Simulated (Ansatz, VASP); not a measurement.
**Zn: VASP beside Ansatz**

```xyz
1
Lattice="2.5289 0.0000 0.0000 0.0000 2.5289 0.0000 0.0000 0.0000 2.5289" Properties=species:S:1:pos:R:3 pbc="T T T"
Zn    0.0000    0.0000    0.0000
```

Alike in both runs: task single point; functional PBEsol; k mesh 14 × 14 × 14; occupations fermi-dirac, width 0.1 eV; no spin polarisation.

|  | VASP | Ansatz |
| --- | --- | --- |
| version | VASP 6.6.1 | Ansatz 0.2.0 |
| potentials or method | VASP PAW PBE potentials, release 64 (Zn) | plane waves (420 eV) with PAW, scalar-relativistic |
| plane-wave cutoff (eV) | 520 | 420 |
| valence electrons in the cell | 12 | 12 |

```csv
,VASP,Ansatz,Ansatz less VASP
pressure (GPa),3.3,3.0,-0.32
```

Ansatz warned: «pseudo_functional_mismatch».

Caveats: the PAW data sets were made with another functional, which shifts forces and pressure a little (VASP).
